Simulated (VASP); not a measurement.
# C in VASP: phonons with PBEsol

Aim: the phonons of C with PBEsol.

Program: VASP 6.6.1. These are calculated values, not measurements. Logs are shortened: lines on timing, memory, paths and dates and some standing lists are left out, and cuts for length are marked.

## (1) The slab as given

The cell holds a slab with vacuum, 4 atoms: a = 2.461 Å, b = 2.461 Å, c = 21.372 Å, α = 90.00°, β = 90.00°, γ = 60.00°.

The slab is cut from a database's or a generator's crystal, which needn't be the stable form of the element.

## (2) Phonons, PBEsol

Contents of POSCAR:

```
C
1.0
    2.4609509622     -0.0000000000     -0.0000000000
    1.2304754811      2.1312460463     -0.0000000000
   -0.0000000000     -0.0000000000     21.3718067255
  C
     4
Direct
     0.0000000000000000    0.0000000000000000    0.4157176535568986
     0.6666666670000012    0.6666666670000012    0.4157280006411448
     0.6666666670000012    0.6666666670000012    0.5838548284320003
     0.3333333329999988    0.3333333329999988    0.5838657292699532
```

Contents of INCAR.step1:

```
PREC     = Accurate       # precision mode
ENCUT    = 600            # plane-wave cutoff, eV
EDIFF    = 1E-8           # SCF threshold, eV
ISMEAR   = 0              # smearing method
SIGMA    = 0.05           # smearing width, eV
LREAL    = False          # projectors in reciprocal space
LASPH    = True           # aspherical terms in the spheres
NELM     = 100            # most SCF steps
ALGO     = Normal         # electronic algorithm
ISIF     = 2              # what is computed and relaxed
LWAVE    = False          # write WAVECAR
LCHARG   = False          # write CHGCAR
LDIPOL   = True         
IDIPOL   = 3            
DIPOL    = 0.5 0.5 0.500
GGA      = PS             # functional
IBRION   = 2              # ionic algorithm
NSW      = 40             # ionic steps
EDIFFG   = -0.002         # ionic threshold
```

Contents of INCAR.step2:

```
PREC     = Accurate       # precision mode
ENCUT    = 600            # plane-wave cutoff, eV
EDIFF    = 1E-8           # SCF threshold, eV
ISMEAR   = 0              # smearing method
SIGMA    = 0.05           # smearing width, eV
LREAL    = False          # projectors in reciprocal space
LASPH    = True           # aspherical terms in the spheres
NELM     = 100            # most SCF steps
ALGO     = Normal         # electronic algorithm
ISIF     = 2              # what is computed and relaxed
LWAVE    = False          # write WAVECAR
LCHARG   = False          # write CHGCAR
LDIPOL   = True         
IDIPOL   = 3            
DIPOL    = 0.5 0.5 0.500
GGA      = PS             # functional
IBRION   = 8              # ionic algorithm
NSW      = 1              # ionic steps
```

Contents of KPOINTS:

```
Automatic mesh
0
Gamma
  18 18 1
```

Potentials or basis: VASP PAW PBE potentials, release 64 (C).

Launch:

```sh
> cat potpaw_PBE.64/C/POTCAR > POTCAR
> cp INCAR.step1 INCAR
> mpirun -np 1 vasp_std > vasp.out
> cp CONTCAR POSCAR
> cp INCAR.step2 INCAR
> mpirun -np 1 vasp_std > vasp.out
```

OUTCAR:

```text
PREC = Accurate
   ENCUT = 600
   EDIFF = 1E-8
   ISMEAR = 0
   LREAL = False
   LASPH = True
   NELM = 100
   ISIF = 2
   GGA = PS
   IBRION = 8
   NSW = 1

 ion  position               nearest neighbor table
   1  0.000  0.000  0.416-   2 1.42   2 1.42   2 1.42
   2  0.667  0.667  0.416-   1 1.42   1 1.42   1 1.42
   3  0.667  0.667  0.584-   4 1.42   4 1.42   4 1.42
   4  0.333  0.333  0.584-   3 1.42   3 1.42   3 1.42

  LATTYP: Found a hexagonal cell.
 ALAT       =     2.4609509584
 C/A-ratio  =     8.6843692081

  Lattice vectors:

 A1 = (  -1.2304754811,  -2.1312460463,   0.0000000000)
 A2 = (   2.4609509622,   0.0000000000,   0.0000000000)
 A3 = (   0.0000000000,   0.0000000000,  21.3718067255)

Analysis of symmetry for initial positions (statically):
=====================================================================
 Subroutine PRICEL returns:
 Original cell was already a primitive cell.

 Routine SETGRP: Setting up the symmetry group for a
 hexagonal supercell.

 Subroutine GETGRP returns: Found 12 space group operations
 (whereof  6 operations were pure point group operations)
 out of a pool of 24 trial point group operations.

The static configuration has the point symmetry C_3v.
 The point group associated with its full space group is D_3d.

Analysis of symmetry for dynamics (positions and initial velocities):
=====================================================================
 Subroutine PRICEL returns:
 Original cell was already a primitive cell.

 Routine SETGRP: Setting up the symmetry group for a
 hexagonal supercell.

 Subroutine GETGRP returns: Found 12 space group operations
 (whereof  6 operations were pure point group operations)
 out of a pool of 24 trial point group operations.

The dynamic configuration has the point symmetry C_3v.
 The point group associated with its full space group is D_3d.

 Subroutine INISYM returns: Found 12 space group operations
 (whereof  6 operations are pure point group operations),
 and found     1 'primitive' translations

----------------------------------------------------------------------------------------

                                     Primitive cell

  volume of cell :     112.0928

  direct lattice vectors                    reciprocal lattice vectors
     2.460950962  0.000000000  0.000000000     0.406346983 -0.234604541  0.000000000
     1.230475481  2.131246046  0.000000000     0.000000000  0.469209082  0.000000000
     0.000000000  0.000000000 21.371806726     0.000000000  0.000000000  0.046790616

  length of vectors
     2.460950962  2.460950958 21.371806726     0.469209081  0.469209082  0.046790616

  position of ions in fractional coordinates (direct lattice)
     0.000000000  0.000000000  0.415713104
     0.666666667  0.666666667  0.415728053
     0.666666667  0.666666667  0.583854776
     0.333333333  0.333333333  0.583870279

  ion indices of the primitive-cell ions
   primitive index   ion index
                 1           1
                 2           2
                 3           3
                 4           4

----------------------------------------------------------------------------------------

[... 480 lines left out ...]
      3     -13.7283      2.00000
      4     -13.6821      2.00000
      5      -8.7513      2.00000
      6      -8.7310      2.00000
      7      -4.2565      2.00000
      8      -3.8522      2.00000
      9       0.4838      0.00000
     10       0.7820      0.00000
     11       7.1129      0.00000
     12       7.2494      0.00000

 [... further k-points ...]

------------------------ aborting loop because EDIFF is reached ----------------------------------------

 vacuum level on the upper side and lower side of the slab       (xc-potential included)        -0.054        -0.056

  FORCE on cell =-STRESS in cart. coord.  units (eV):
  Direction    XX          YY          ZZ          XY          YZ          ZX
  --------------------------------------------------------------------------------------
  -------------------------------------------------------------------------------------
  Total       -0.1165505     -0.1165505     -0.0649724      0.0000000     -0.0000000     -0.0000000
  in kB       -1.6658930     -1.6658930     -0.9286701      0.0000000     -0.0000000     -0.0000000
  external PRESSURE =      -1.4201520 kB  Pullay stress =       0.0000000 kB

 VOLUME and BASIS-vectors are now :
 -----------------------------------------------------------------------------
  energy-cutoff  :      600.00
  volume of cell :      112.09
      direct lattice vectors                 reciprocal lattice vectors
     2.460950962  0.000000000  0.000000000     0.406346983 -0.234604541  0.000000000
     1.230475481  2.131246046  0.000000000     0.000000000  0.469209082  0.000000000
     0.000000000  0.000000000 21.371806726     0.000000000  0.000000000  0.046790616

 POSITION                                       TOTAL-FORCE (eV/Angst)
 -----------------------------------------------------------------------------------
      0.00000      0.00000      8.88454         0.000000     -0.000000     -0.000354
      2.46095      1.42083      8.88486         0.000000      0.000000     -0.001628
      2.46095      1.42083     12.47803        -0.000000     -0.000000      0.001628
      1.23048      0.71042     12.47836        -0.000000      0.000000      0.000354
 -----------------------------------------------------------------------------------
    total drift:                               -0.000002     -0.000001      0.010565

  FREE ENERGIE OF THE ION-ELECTRON SYSTEM (eV)
  ---------------------------------------------------
  free  energy   TOTEN  =       -38.5819610519 eV

  energy  without entropy=      -38.5816128085  energy(sigma->0) =      -38.58178693

[... ionic steps 2 to 3 ...]

--------------------------------------- Ionic step        4  -------------------------------------------

------------------------ aborting loop because EDIFF is reached ----------------------------------------
[... 11 lines left out ...]
[... ionic steps 8 to 8 ...]

--------------------------------------- Ionic step        9  -------------------------------------------

 Free energy of the ion-electron system (eV)
  ---------------------------------------------------
  ---------------------------------------------------
  free energy    TOTEN  =        -0.14195770 eV

  energy without entropy =       -0.14195774

------------------------ aborting loop because EDIFF is reached ----------------------------------------

 INTERNAL STRAIN TENSOR  FOR ION    2  DIRECTION 3   (eV/Angst):
 -----------------------------------------------------------------------------
     0.00789  0.00000  0.00000
     0.00000  0.00789  0.00000
    -0.00000  0.00000  0.12173

 INTERNAL STRAIN TENSOR FOR ION    4 for displacements in x,y,z  (eV/Angst):
          X           Y           Z          XY          YZ          ZX
  --------------------------------------------------------------------------------
  x    -0.00000     0.00000     0.00000    11.14470     0.00000    -0.01861
  y    11.14470   -11.14470     0.00000     0.00000    -0.01692    -0.00000
  z     0.01103     0.01103    -0.22756     0.00000     0.00000     0.00000

 SECOND DERIVATIVES (NOT SYMMETRIZED)
 ------------------------------------
               1X          1Y          1Z          2X          2Y          2Z          3X          3Y          3Z          4X          4Y          4Z
  1X   -53.620183    0.000000    0.000000   53.604661   -0.000000    0.000000    0.019498   -0.000000    0.000000   -0.003976   -0.000000    0.000000
  1Y     0.000000  -53.620183   -0.000000    0.000000   53.604661    0.000000   -0.000000    0.019498   -0.000000    0.000000   -0.003976    0.000000
  1Z     0.000000    0.000000  -16.887478    0.000000    0.000000   16.828667    0.000000    0.000000    0.049411    0.000000   -0.000000    0.009400
  2X    53.610722    0.000000    0.000000  -53.606029    0.000000    0.000000   -0.009788    0.000000    0.000000    0.005095    0.000000    0.000000
  2Y    -0.000000   53.610722    0.000000    0.000000  -53.606029   -0.000000    0.000000   -0.009788    0.000000    0.000000    0.005095   -0.000000
  2Z     0.000000    0.000000   16.812996   -0.000000    0.000000  -16.845060    0.000000    0.000000   -0.000282    0.000000   -0.000000    0.032346
  3X     0.005095    0.000000    0.000000   -0.009788    0.000000    0.000000  -53.606029    0.000000    0.000000   53.610722    0.000000    0.000000
  3Y     0.000000    0.005095   -0.000000    0.000000   -0.009788    0.000000    0.000000  -53.606029   -0.000000   -0.000000   53.610722    0.000000
  3Z     0.000000   -0.000000    0.032346    0.000000    0.000000   -0.000282   -0.000000    0.000000  -16.845060    0.000000    0.000000   16.812996
  4X    -0.003976   -0.000000    0.000000    0.019498   -0.000000    0.000000   53.604661   -0.000000    0.000000  -53.620183    0.000000    0.000000
  4Y     0.000000   -0.003976    0.000000   -0.000000    0.019498   -0.000000    0.000000   53.604661    0.000000    0.000000  -53.620183   -0.000000
  4Z     0.000000   -0.000000    0.009400    0.000000    0.000000    0.049411    0.000000    0.000000   16.828667    0.000000    0.000000  -16.887478

 Eigenvectors and eigenvalues of the dynamical matrix
 ----------------------------------------------------

   1 f  =   46.713187 THz   293.507610 2PiTHz 1558.184192 cm-1   193.190131 meV
             X         Y         Z           dx          dy          dz
      0.000000  0.000000  8.884540    -0.500019    0.000000   -0.000000
      2.460951  1.420831  8.884860     0.499981   -0.000000    0.000000
      2.460951  1.420831 12.478031     0.499981   -0.000000   -0.000000
      1.230475  0.710415 12.478363    -0.500019    0.000000   -0.000000
[... 71 lines left out ...]
  12 f/i=    0.012715 THz     0.079888 2PiTHz    0.424112 cm-1     0.052583 meV
             X         Y         Z           dx          dy          dz
      0.000000  0.000000  8.884540     0.000000    0.000000   -0.499757
      2.460951  1.420831  8.884860     0.000000    0.000000   -0.500243
      2.460951  1.420831 12.478031     0.000000    0.000000   -0.500243
      1.230475  0.710415 12.478363     0.000000    0.000000   -0.499757

--------------------------------------------------------------------------------------------------------

 ELASTIC MODULI CONTR FROM IONIC RELAXATION (kBar)
 Direction    XX          YY          ZZ          XY          YZ          ZX
 --------------------------------------------------------------------------------
 XX         -67.5493     67.5459      0.1722      0.0000      1.4021     -0.0000
 YY          67.5459    -67.5493      0.1722     -0.0000     -1.4021      0.0000
 ZZ           0.1722      0.1722    -19.1888     -0.0000     -0.0000      0.0000
 XY           0.0000     -0.0000     -0.0000    -67.5476     -0.0000      1.5844
 YZ           1.4021     -1.4021     -0.0000     -0.0000     -1.2783      0.0000
 ZX          -0.0000      0.0000      0.0000      1.5844      0.0000     -1.6391
 --------------------------------------------------------------------------------

 vacuum level on the upper side and lower side of the slab         2.775         2.773
```

Run time: 26 min. Hardware: 1 thread of Intel Xeon Platinum 8259CL at 2.50GHz (Skylake/Cascade Lake), shared host; peak memory 0.67 GiB.

What came out:

```yaml
Highest_phonon_frequency_at_Γ: 1558 cm⁻¹
```

Phonon frequencies in cm⁻¹ (negative: imaginary):
| q point | frequencies |
| --- | --- |
| (0.000, 0.000, 0.000) | 0 0 0 16 16 45 873 874 1558 1558 1558 1558 |

Caveat: the PAW data sets were made with another functional, which shifts forces and pressure a little.
